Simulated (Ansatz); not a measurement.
Runs of Ansatz 0.2.0 on ZnS. The structure is cubic, space group F-43m (No. 216). The conventional cell has a = 5.404 Å, b = 5.404 Å, c = 5.404 Å, α = 90.00°, β = 90.00°, γ = 90.00°. Zn (site symmetry -43m) has 4 S at 2.34 Å as nearest neighbours. S (site symmetry -43m) has 4 Zn at 2.34 Å as nearest neighbours. 

```tsv
task	level	potentials or basis	cell	k mesh	cutoff (eV)	smearing	atoms under strain	points for each segment of the path	gap on the mesh (eV)	pressure (GPa)	V0 of scaled cells (Å³/atom)	B0 (GPa)
equation of state	BPBE	Ansatz PAW	as given	9 × 9 × 9	420	fermi-dirac 0.05 eV	-	-	-	-	20.15	69
elastic constants	PBEsol	Ansatz PAW	as given	7 × 7 × 7	420	fixed	clamped	-	(b)	-2.0	-	-
equation of state	PBE	JTH PAW	as given	9 × 9 × 9	1080	fermi-dirac 0.05 eV	-	-	-	-	20.14	(c)
relaxation of cell and atoms	m-r2SCAN	Ansatz PAW	relaxed	9 × 9 × 9	500	fermi-dirac 0.05 eV	-	-	2.70	0.0	-	-
Born charges and dielectric tensor	PBE	Ansatz PAW	as given	9 × 9 × 9	420	fixed	-	-	2.11	-	-	-
band structure	revPBE	Ansatz PAW	as given	9 × 9 × 9	420	fermi-dirac 0.05 eV	-	14	(a)	3.5	-	-
band structure	PBE	Ansatz PAW	as given	9 × 9 × 9	420	fermi-dirac 0.05 eV	-	14	2.11	1.6	-	-
```

Alike in all rows: no spin polarisation.

Q: Estimate the missing entries.

A: (a) 2.23; (b) 1.97; (c) 70.

Caveats: odd divisions of the mesh miss points on the zone boundary, where band edges often lie, so the gap on the mesh can be too wide (some runs); the PAW data sets come from PBE, with cores solved anew for the run's functional, which leaves a small shift of forces and pressure (some runs); the potentials were made for another functional, which shifts forces and pressure (some runs); the plane-wave basis is chosen anew once the cell has moved, so the energies of steps on either side of that aren't comparable (some runs).

